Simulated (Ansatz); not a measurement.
# Nb2COS MXene bilayer (AA) in a perpendicular field, part 4 of 4

Wanted: the out-of-plane response of the Nb2COS MXene bilayer (AA). A positive field points along +c.

Ansatz 0.2.0; plane-wave DFT, LDA, Ansatz PAW (set soft_1); PAW set soft_1.

So far. Step 11 (Field on, atoms free, field -0.1 V/Å): The dipole is -0.0735 e·Å, -0.0693 e·Å from its value without field. Step 12 (Response, atoms relaxed): The induced dipole is that of a conductor 14.62 Å thick.

**14. Varying the input**

An input spoilt on purpose, to show how the run answers: it repeats the earlier run at 0.05 V/Å with crystal.lattice to [[5.94956897, -0.0, -0.0], [-2.97478448, 5.15247787, -0.0], [0.0, 0.0, 58.42893686]], and scf.max_iter set to 100.

The cell differs from the one that the last finished run ended in (a 3.148 → 5.950 Å, b 3.148 → 5.950 Å, c 30.919 → 58.429 Å).

input.yaml

```yaml
crystal:
  lattice:
    - [5.94956897, 0.0, 0.0]
    - [-2.97478448, 5.15247787, 0.0]
    - [0.0, 0.0, 58.42893686]
  atoms:
    - { symbol: S, position: [0.3333333333, 0.6666666667, 0.2910806839] }
    - { symbol: Nb, position: [0.6666666667, 0.3333333333, 0.3445894313] }
    - { symbol: C, position: [0.0, 0.0, 0.3839797526] }
    - { symbol: Nb, position: [0.3333333333, 0.6666666667, 0.4235922261] }
    - { symbol: O, position: [0.6666666667, 0.3333333333, 0.4564431599] }
    - { symbol: S, position: [0.3333333333, 0.6666666667, 0.5435278701] }
    - { symbol: Nb, position: [0.6666666667, 0.3333333333, 0.5970218813] }
    - { symbol: C, position: [0.0, 0.0, 0.6364160963] }
    - { symbol: Nb, position: [0.3333333333, 0.6666666667, 0.6760061628] }
    - { symbol: O, position: [0.6666666667, 0.3333333333, 0.7089193161] }
kpoints:
  mp_grid: { grid: [18, 18, 1] }
  band_path:
    path: [[0, 0, 0], [0.5, 0, 0], [0.33333333, 0.33333333, 0], [0, 0, 0]]
    npoints: 16
hamiltonian:
  xc: lda
  pseudopotentials: { kind: paw, azcp: { folder: soft_1 }, xc_functional: pbe }
scf:
  occupations: { method: fermi_dirac, width: 0.02585 }
  convergence: { dr2_threshold: 1.0e-10 }
  max_iter: 100
efield:
  axis: 3
  dipole_correction: true
  ramp_position: 0.97
  ramp_width: 0.06
  amplitude: 0.05
output:
  write_potential: true
  write_density: true
  volumetric_format: npy
```

On the command line:

```bash
$ ansatz run input.yaml --threads 4 --pin off --max-ram 6144MiB --backend cpu --events-out ev --progress --plain --runs-dir out
```

Numbers of over 12 decimals in the logs are rounded to 6 here.

Log:

```text
band count auto-derived: 57, from the close of a first SCF at 52 (N_el = 84.0; filled up to band 42; 52 by the electrons, moments and atoms)
Engine: ansatz 0.2.0, aarch64-unknown-linux-gnu
Pseudopotentials: kind: paw
Pseudopotential: S, paw, valence charge 6, recommended cutoff 420 eV (normal), soft_1/S.paw.azcp
Pseudopotential: Nb, paw, valence charge 13, recommended cutoff 420 eV (normal), soft_1/Nb.paw.azcp
Pseudopotential: C, paw, valence charge 4, recommended cutoff 420 eV (normal), soft_1/C.paw.azcp
Pseudopotential: O, paw, valence charge 6, recommended cutoff 420 eV (normal), soft_1/O.paw.azcp
Functional definition: SPW92
  exchange = slater_x
  correlation = pw_c
Crystal: 10 atoms, lattice volume = 1791.140 Å³
Basis set: ecut = 420 eV, 34875 PW (Γ)
Bands: 52, of which v1, the nominal top of the filled ones, is band 42 counted from 1 (41 counted from 0)
Symmetry: 6 space group operations
Space group: P3m1 (ITA 156), of the structure as read, at distance tolerance 1.2e-4 Å
k-points: 37 of 324 (time reversal used)
Non-local potential: S, projectors of the file, l = 0: 2, l = 1: 2, l = 2: 1
Non-local potential: Nb, projectors of the file, l = 0: 3, l = 1: 2, l = 2: 2, l = 3: 1
Non-local potential: C, projectors of the file, l = 0: 2, l = 1: 2, l = 2: 1
Non-local potential: O, projectors of the file, l = 0: 2, l = 1: 2, l = 2: 1
PAW form: soft (Blöchl's): semilocal exchange-correlation on the pseudo side does not see the compensation charge
PAW frozen core: S, regenerated for the run's functional, and the local potential with it (the file was generated under x = pbe(κ = 0.804, μ = 0.219515), c = pbe(β = 0.066725))
PAW frozen core: Nb, regenerated for the run's functional, and the local potential with it (the file was generated under x = pbe(κ = 0.804, μ = 0.219515), c = pbe(β = 0.066725))
PAW frozen core: C, regenerated for the run's functional, and the local potential with it (the file was generated under x = pbe(κ = 0.804, μ = 0.219515), c = pbe(β = 0.066725))
PAW frozen core: O, regenerated for the run's functional, and the local potential with it (the file was generated under x = pbe(κ = 0.804, μ = 0.219515), c = pbe(β = 0.066725))
PAW one-centre angular grid: S, 110 points (default); XC on 64 Gauss nodes
PAW one-centre angular grid: Nb, 590 points (default); XC on 64 Gauss nodes
PAW one-centre angular grid: C, 110 points (default); XC on 64 Gauss nodes
PAW one-centre angular grid: O, 110 points (default); XC on 64 Gauss nodes
Initial wavefunctions: pseudopotential atomic-orbital guess
Functional: x = slater, c = lda
SCF iter   1: F=—  HF=-21077.115436 eV  |F-HF|=—  |Δ(HF+E_count)|=         —  Δρ=7.69e-2  dr2=4.24e2  ethr=3.10e-3  p=0.000 e·Å  D=1.06e-8 V/Å  ΔV_dip=-0.00 eV  dr2_dipole=4.32e1  V_vac-E_F(+/−)=5.40/2.96 eV  ⟨swp⟩=4.9  Hψ=6112  notcnv=0
[...]
SCF iter   7: F=—  HF=-21044.960662 eV  |F-HF|=—  |Δ(HF+E_count)|=    1.19e1  Δρ=6.91e-2  dr2=1.45e3  ethr=3.10e-3  p=0.333 e·Å  D=3.37e-2 V/Å  ΔV_dip=-1.97 eV  dr2_dipole=2.78e2  V_vac-E_F(+/−)=7.77/7.31 eV  ⟨swp⟩=8.3  Hψ=7145  notcnv=1  defer=27
SCF iter   8: F=—  HF=-21048.084238 eV  |F-HF|=—  |Δ(HF+E_count)|=    3.12e0  Δρ=6.14e-2  dr2=7.68e2  ethr=3.10e-3  p=0.141 e·Å  D=1.42e-2 V/Å  ΔV_dip=-0.83 eV  dr2_dipole=3.50e1  V_vac-E_F(+/−)=6.76/5.16 eV  ⟨swp⟩=12.5  Hψ=12306  notcnv=2
SCF iter   9: F=—  HF=-21041.377566 eV  |F-HF|=—  |Δ(HF+E_count)|=    6.71e0  Δρ=6.18e-2  dr2=1.93e3  ethr=3.10e-3  p=0.217 e·Å  D=2.19e-2 V/Å  ΔV_dip=-1.28 eV  dr2_dipole=8.39e2  V_vac-E_F(+/−)=7.52/6.37 eV  ⟨swp⟩=6.6  Hψ=5534  notcnv=2  recentre
SCF iter  10: F=—  HF=-21044.175187 eV  |F-HF|=—  |Δ(HF+E_count)|=    2.80e0  Δρ=5.90e-2  dr2=1.10e3  ethr=3.10e-3  p=0.003 e·Å  D=3.09e-4 V/Å  ΔV_dip=-0.02 eV  dr2_dipole=2.18e2  V_vac-E_F(+/−)=7.95/5.54 eV  ⟨swp⟩=4.6  Hψ=4592  notcnv=1
[...]
SCF iter  40: F=—  HF=-21033.885783 eV  |F-HF|=—  |Δ(HF+E_count)|=   1.96e-3  Δρ=2.40e-3  dr2=4.84e-1  ethr=2.98e-4  p=0.156 e·Å  D=1.58e-2 V/Å  ΔV_dip=-0.92 eV  dr2_dipole=1.24e-3  V_vac-E_F(+/−)=8.02/6.51 eV  ⟨swp⟩=1.3  Hψ=2084  notcnv=0
SCF iter  41: F=—  HF=-21033.884813 eV  |F-HF|=—  |Δ(HF+E_count)|=   9.70e-4  Δρ=9.58e-4  dr2=1.21e-1  ethr=2.98e-4  p=0.162 e·Å  D=1.63e-2 V/Å  ΔV_dip=-0.95 eV  dr2_dipole=3.43e-2  V_vac-E_F(+/−)=7.99/6.52 eV  ⟨swp⟩=1.1  Hψ=1978  notcnv=0
SCF iter  42: F=—  HF=-21033.885253 eV  |F-HF|=—  |Δ(HF+E_count)|=   4.40e-4  Δρ=1.04e-3  dr2=1.28e-1  ethr=1.43e-4  p=0.162 e·Å  D=1.64e-2 V/Å  ΔV_dip=-0.96 eV  dr2_dipole=1.68e-2  V_vac-E_F(+/−)=7.99/6.52 eV  ⟨swp⟩=1.3  Hψ=2156  notcnv=0
SCF iter  43: F=—  HF=-21033.885836 eV  |F-HF|=—  |Δ(HF+E_count)|=   5.83e-4  Δρ=1.62e-3  dr2=3.75e-1  ethr=1.43e-4  p=0.162 e·Å  D=1.63e-2 V/Å  ΔV_dip=-0.95 eV  dr2_dipole=5.54e-2  V_vac-E_F(+/−)=7.99/6.51 eV  ⟨swp⟩=1.2  Hψ=2053  notcnv=0  recentre
SCF iter  44: F=—  HF=-21033.885155 eV  |F-HF|=—  |Δ(HF+E_count)|=   6.81e-4  Δρ=8.28e-4  dr2=5.18e-2  ethr=1.43e-4  p=0.165 e·Å  D=1.67e-2 V/Å  ΔV_dip=-0.97 eV  dr2_dipole=7.09e-3  V_vac-E_F(+/−)=7.97/6.52 eV  ⟨swp⟩=1.2  Hψ=1953  notcnv=0
SCF iter  45: F=—  HF=-21033.885882 eV  |F-HF|=—  |Δ(HF+E_count)|=   7.27e-4  Δρ=1.48e-3  dr2=1.06e0  ethr=6.17e-5  p=0.167 e·Å  D=1.69e-2 V/Å  ΔV_dip=-0.99 eV  dr2_dipole=5.37e-1  V_vac-E_F(+/−)=7.96/6.52 eV  ⟨swp⟩=1.3  Hψ=2113  notcnv=0  recentre
SCF iter  46: F=—  HF=-21033.885063 eV  |F-HF|=—  |Δ(HF+E_count)|=   8.19e-4  Δρ=6.36e-4  dr2=2.55e-2  ethr=6.17e-5  p=0.165 e·Å  D=1.66e-2 V/Å  ΔV_dip=-0.97 eV  dr2_dipole=5.50e-3  V_vac-E_F(+/−)=7.97/6.51 eV  ⟨swp⟩=1.1  Hψ=1955  notcnv=0
SCF iter  47: F=—  HF=-21033.885112 eV  |F-HF|=—  |Δ(HF+E_count)|=   4.85e-5  Δρ=5.84e-4  dr2=2.58e-2  ethr=3.03e-5  p=0.166 e·Å  D=1.67e-2 V/Å  ΔV_dip=-0.98 eV  dr2_dipole=4.45e-3  V_vac-E_F(+/−)=7.96/6.51 eV  ⟨swp⟩=1.4  Hψ=2071  notcnv=0
SCF iter  48: F=—  HF=-21033.885037 eV  |F-HF|=—  |Δ(HF+E_count)|=   7.45e-5  Δρ=8.50e-4  dr2=1.01e-1  ethr=3.03e-5  p=0.166 e·Å  D=1.68e-2 V/Å  ΔV_dip=-0.98 eV  dr2_dipole=3.58e-4  V_vac-E_F(+/−)=7.96/6.51 eV  ⟨swp⟩=1.1  Hψ=1992  notcnv=0  recentre
SCF iter  49: F=—  HF=-21033.884778 eV  |F-HF|=—  |Δ(HF+E_count)|=   2.60e-4  Δρ=4.28e-4  dr2=5.70e-3  ethr=3.03e-5  p=0.166 e·Å  D=1.68e-2 V/Å  ΔV_dip=-0.98 eV  dr2_dipole=6.04e-4  V_vac-E_F(+/−)=7.96/6.51 eV  ⟨swp⟩=1.1  Hψ=1972  notcnv=0
```

The job ended after 10 min (4 threads of Arm Neoverse V1, shared host; peak memory 3.4 GiB).

Residual by cycle:

cycle, log10 residual and a bar from the least value:
```
        1        2.6 ##########################
        5        3.0 ############################
       10        3.0 ############################
       14        3.3 ##############################
       18        2.2 ########################
       23        1.9 #######################
       27        2.1 #######################
       32        0.0 ############
       36        0.7 ################
       40       -0.3 ##########
       45        0.0 ############
       49       -2.2
```

The run was cut off at its time limit.

After 49 cycles the residual stands at 0.0057.

The fault put into the input: a lattice typed in bohr.

**15. Summary of results**

| Quantity | Value |
| --- | --- |
| gap without field | none |
| work function, upper face | 5.80 eV |
| step between the vacuum levels | 0.0888 eV |
| equivalent conductor thickness, atoms held | 14.4 Å |
| equivalent conductor thickness, atoms relaxed | 14.6 Å |

**Reading.** The induced dipole equals that of a perfect conductor 14.40 Å thick, while the outer atoms lie 12.92 Å apart. The two faces differ: the vacuum level above lies 0.09 eV higher than the one below. Letting the atoms follow the field adds 0.21 Å to the equivalent conductor thickness: the ionic part of the response. There is no gap over 0.03 eV, with or without the field. The main runs have no spin polarisation; a magnetic state could lie lower and would change these results. Spin-orbit coupling is left out. The MXene's terminations sit over the metal atoms of its far layer; the site over carbon or nitrogen, which some compounds prefer, was not run.

[Logs are printed without paths, hosts, clocks, repeated set-up lines and the standing remarks that a program may print on its own settings, such as how far it seeks lower states.]

[Hosts, paths, dates, database ids (printed as entryN), source tags and the programs' standing remarks are cut or masked in the printed files.]

[Maps of the electrostatic potential energy from Ansatz leave out the sawtooth potential of an applied field or a dipole correction, so their vacuum need not be flat; planar profiles and work functions include it.]
